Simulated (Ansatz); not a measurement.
The structure comes from a relaxation in the same program, started in the fcc type, and has space group Fm-3m. Whether it is a known phase or the ground state wasn't checked.

O: DFT, PBE, PAW with Ansatz's default frozen-core files, scalar-relativistic (Ansatz 0.2.0).

```yaml
crystal:
  lattice:
    - [0.0, 1.5862498817, 1.5862498817]
    - [1.5862498817, 0.0, 1.5862498817]
    - [1.5862498817, 1.5862498817, 0.0]
  atoms:
    - { symbol: O, position: [0.0, 0.0, 0.0] }
kpoints:
  mp_grid: { grid: [16, 16, 16] }
  band_path:
    path:
      - [0.0, 0.0, 0.0]
      - [0.5, 0.0, 0.5]
      - [0.625, 0.25, 0.625]
      - [0.375, 0.375, 0.75]
      - [0.0, 0.0, 0.0]
      - [0.5, 0.5, 0.5]
      - [0.5, 0.25, 0.75]
      - [0.5, 0.0, 0.5]
    npoints: 8
scf:
  occupations: { method: fermi_dirac, width: 0.03 }
hamiltonian:
  xc: pbe
  pseudopotentials: { kind: paw }
output:
  forces: true
  stress: true
  eigenvalues: true
  efg: { contact_densities: true }
  populations: true
  bader: true
  dos: { projected: true, de: 0.2, e_range: [-14, 8] }
```

Output:

```
Engine: ansatz 0.2.0
Pseudopotentials: kind: paw
Pseudopotential: O, paw, valence charge 6, recommended cutoff 420 eV (normal)
Functional definition: PBE
  parameter kappa = 0.804
  parameter beta = 0.06672455060314922
  exchange = pbe_x(kappa = kappa, mu = beta*pi^2/3)
  correlation = pbe_c(beta = beta)
Crystal: 1 atoms, lattice volume = 7.983 Å³
Basis set: ecut = 420 eV, 169 PW (Γ), exchange–correlation on 30×30×30 points (8 copies of the dense FFT grid, shifted against one another)
Bands: 7, of which v1, the nominal top of the filled ones, is band 3 counted from 1 (2 counted from 0)
Symmetry: 48 space group operations
Space group: Fm-3m (ITA 225), of the structure as read, at distance tolerance 2.0e-5 Å
k-points: 145 of 4096
Non-local potential: O, projectors of the file, l = 0: 2, l = 1: 2, l = 2: 1
PAW form: soft (Blöchl's): semilocal exchange-correlation on the pseudo side does not see the compensation charge
PAW one-centre angular grid: O, 110 points (default); XC on 64 Gauss nodes
Initial density: superposition of atomic densities (neutral atoms: chi_scale 0, normalization atom), corrected by the library's trained network
Initial wavefunctions: pseudopotential atomic-orbital guess
Functional: x = pbe(κ = 0.804, μ = 0.2195149727645171), c = pbe(β = 0.06672455060314922)
SCF iter   1: F=—  HF=-562.235954 eV  |F-HF|=—  |Δ(HF+E_count)|=         —  Δρ=1.35e-3  dr2=2.81e-5  ethr=1.77e-3  ⟨swp⟩=5.7  Hψ=7430  notcnv=0
preconditioner: auto → none  [metal: Δε(μ)=0.004 eV  Ē_g=26.356 eV  σ=0.030 eV  W_gap=0.04  n_scr=0 (ndim 8)  ℏωp=32.2 eV  f_vac=0.000  D(μ)=1.01/eV (n_scr^D=14)]
SCF iter   2: F=—  HF=-562.236023 eV  |F-HF|=—  |Δ(HF+E_count)|=   6.89e-5  Δρ=1.40e-3  dr2=8.17e-5  ethr=4.69e-7  ⟨swp⟩=2.2  Hψ=2531  notcnv=0
SCF iter   3: F=—  HF=-562.236038 eV  |F-HF|=—  |Δ(HF+E_count)|=   1.51e-5  Δρ=5.73e-4  dr2=1.08e-5  ethr=4.69e-7  ⟨swp⟩=2.3  Hψ=1362  notcnv=0
SCF iter   4: F=—  HF=-562.236060 eV  |F-HF|=—  |Δ(HF+E_count)|=   2.23e-5  Δρ=3.28e-4  dr2=4.54e-6  ethr=1.80e-7  ⟨swp⟩=2.0  Hψ=1403  notcnv=0
SCF iter   5: F=—  HF=-562.236059 eV  |F-HF|=—  |Δ(HF+E_count)|=   1.61e-6  Δρ=1.42e-4  dr2=8.84e-7  ethr=7.56e-8  ⟨swp⟩=1.2  Hψ=1040  notcnv=0
SCF iter   6: F=—  HF=-562.236058 eV  |F-HF|=—  |Δ(HF+E_count)|=   3.38e-7  Δρ=4.98e-5  dr2=1.12e-7  ethr=1.47e-8  ⟨swp⟩=1.6  Hψ=1198  notcnv=0
SCF iter   7: F=-562.236058 eV  HF=-562.236058 eV  |F-HF|=1.09e-8  |Δ(HF+E_count)|=   4.17e-8  Δρ=1.77e-5  dr2=1.45e-8  ethr=1.67e-9  ⟨swp⟩=3.4  Hψ=2987  notcnv=0
SCF 1 converged in 7 iterations: F = -562.236058 eV  dr2 = 1.45e-8
  greatest PAW one-centre occupation: 0.905 electrons in one spin orbital (limit 2), on the O atom at site 0 (counted from 0), in its partial waves of l = 0
NSCF: frozen V_eff on 57 k-points
SCF converged after 7 iterations
Free energy (F): -562.236058 eV
Harris-Foulkes:  -562.236058 eV  (|F-HF|=1.09e-8)
Internal energy: -562.232958 eV  (E = F + TS)
E sigma→0 (E₀):  -562.234508 eV
Entropy (-TS):   -0.003100 eV (-3.100 meV/atom)
Fermi energy:    4.834038 eV
--- Per-component energies (eV) ---
  E_band       = -15.772656
  E_kinetic    = 166.325243
  E_local      = -244.641928  (includes V_loc(G=0)·N_el)
  E_nonlocal   = 48.666632
  E_hartree    = 68.522069
  E_xc         = -71.140420
  E_vxc        = -90.634534  (∫ρ·V_xc dr)
  E_paw        = -155.382883  (= ΣΔE_a)
  E_vpaw       = -32.532354  (= ΣTr[D̂ρ^β])
  E_aug_tail   = 0.002121  (compensation charges beyond the density's cutoff)
  E_ewald      = -374.583792
  E_smearing   = -0.003100  (= −TS)
  E_closure    = 0.000000  (closes the sum)
  Σ components = -562.236058   (vs F -562.236058, Δ=0.00e0)
--- Forces (eV/Å), atoms counted from 1 ---
  atom   1  O      0.00000000     0.00000000     0.00000000
  max |Σ_I F_I| component: 1.75e-32 eV/Å
--- Stress (GPa, compression-positive) ---
       -0.015754       0.000000      -0.000000
        0.000000      -0.015754      -0.000000
       -0.000000       0.000000      -0.015754
  P = ⅓ Tr σ = -0.0158 GPa (-0.158 kbar)
--- PAW observables at the nuclei: V_zz in 10²¹ V/m², potentials from the cell's mean, atoms counted from 1 ---
  atom   1  O  V_zz =    +0.000000   η = 0.0000   by run symmetry: forbidden
            electrostatic potential = -617.941154 V   contact ρ = 2171.574333 e/Å³
--- Band table (eV; the first three rows and the last of 145) ---
  k-point 0: bands = ["-16.2438", "6.6770", "6.6770", "6.6770", "23.0837", "39.3798", "39.3798"]
  k-point 1: bands = ["-16.1322", "6.3636", "6.6445", "6.6445", "23.2935", "37.8463", "39.5119"]
  k-point 2: bands = ["-15.8024", "5.4849", "6.5542", "6.5542", "23.8591", "35.4989", "39.7834"]
  k-point 144: bands = ["-10.4914", "1.3200", "1.3200", "3.3353", "24.8608", "31.1393", "31.1393"]
--- Löwdin populations: 1 site ---
  site symbol       q [e]
     0      O      5.9925
  spilling = 0.001257 (of n_electrons = 6.000000)
--- Bader charges: 1 site ---
  site symbol  charge [e]  shift [e]
     0      O      0.0000     0.0000
  estimated error of the sums over rays = 2.8e-7 e
```

populations.tsv:

```
# site	symbol	l	j	q
# orbitals = lowdin
# n_electrons = 6.000000
# spilling = 0.001257
0	O	0_2S	-	1.993682
0	O	1_2P	-	3.998773
```

bader_charges.tsv:

```
# site	symbol	x_ang	y_ang	z_ang	partial_charge_e	electrons	volume_ang3	relative_density_drop	shared_charge_e	partial_wave_shift_e
# quadrature_error_electrons = 2.8e-7
0	O	0.0000	0.0000	0.0000	0.00000	8.00000	7.98	-	0.00000	0.00000
```

This is a hypothetical arrangement without O2 molecules, not solid oxygen as it is known.
